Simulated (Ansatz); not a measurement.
The system is Al2O3.

```
Al O
1.0
     3.01748    0.00000    0.00000
    -1.50874    2.61322    0.00000
     0.00000    0.00000    7.57464
Al O
2 3
Direct
  0.00000 0.00000 0.72205
  0.00000 0.00000 0.27795
  0.00000 0.00000 0.50000
  0.66667 0.33333 0.80055
  0.33333 0.66667 0.19945
```

Measurements of this composition are mostly on another form, of space group No. 167.

Base run:

- Program: Ansatz 0.2.0
- Functional: BLYP
- Potentials or basis: Ansatz PAW
- Cutoff: 420 eV
- Density cutoff: 1680 eV
- k mesh: 10 × 10 × 4
- Occupations: fermi-dirac, width 0.05 eV
- Spin: no spin polarisation

Its results: band gap on the k mesh 2.49 eV, direct; pressure 1.3 GPa; largest force 0.165 eV/Å.

After a change of settings the same cell gave: band gap on the k mesh 2.96 eV, direct; pressure -5.5 GPa; largest force 0.390 eV/Å. Which change was it?
A. functional from BLYP to PBEsol
B. functional from BLYP to r2SCAN; cutoff from 420 eV to 500 eV; density cutoff from 1680 eV to 2000 eV
C. k mesh from 10 × 10 × 4 to 7 × 7 × 3
D. functional from BLYP to LDA; k mesh from 10 × 10 × 4 to 7 × 7 × 3

B.

r2SCAN gives the wider gap, since meta-GGAs in the generalised Kohn-Sham scheme recover part of the derivative discontinuity.

Caveats: the PAW data sets come from PBE, with cores solved anew for the run's functional, which leaves a small shift of forces and pressure; the potentials were made for another functional, which shifts forces and pressure (some runs).

Not every run made on this cell is shown here.
